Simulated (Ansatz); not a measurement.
Rows from a G0W0 calculation on GaP (F-43m) (Ansatz 0.2.0; G0W0 on LDA, plane waves, PAW; 6×6×6 mesh, 120 empty bands, screening to 120 eV), in eV. Spin-orbit coupling is left out.

```
row      Σx     Σc     Vxc     Z
  A  -15.97   2.13  -13.40  0.74
  B   -7.94  -3.92  -12.22  0.78
  C  -17.10   1.15  -15.60  0.76
  D   -6.95  -3.81  -10.99  0.79
  E   -7.52  -4.44  -12.40  0.77
  F  -10.94  -4.16  -15.73  0.78
```

Q: Which rows are filled states and which are empty ones, and how can one tell?

Filled: A and C. Empty: B, D, E and F. The sign of Σc tells: for a filled state bare exchange, which holds its interaction with itself, lies below Vxc (Σx − Vxc is -1.5 eV or lower here) and screening gives part back as a positive Σc. For an empty state Σx lies above Vxc (+4.0 eV or more) and the Coulomb hole leaves Σc negative.

[Paths, hosts, dates, memory and timing lines, banners, echoed tables and standing remarks are left out of the program output.]

[Logs are printed without paths, hosts, clocks, repeated set-up lines and the standing remarks that a program may print on its own settings, such as how far it seeks lower states.]

[Runs of the session that timed out or met a known fault of the program may be left out.]

[Cells called generated may have been cut or substituted from an entry of the Crystallography Open Database or the Materials Project.]

[Hosts, paths, dates, database ids (printed as entryN), source tags and the programs' standing remarks are cut or masked in the printed files.]
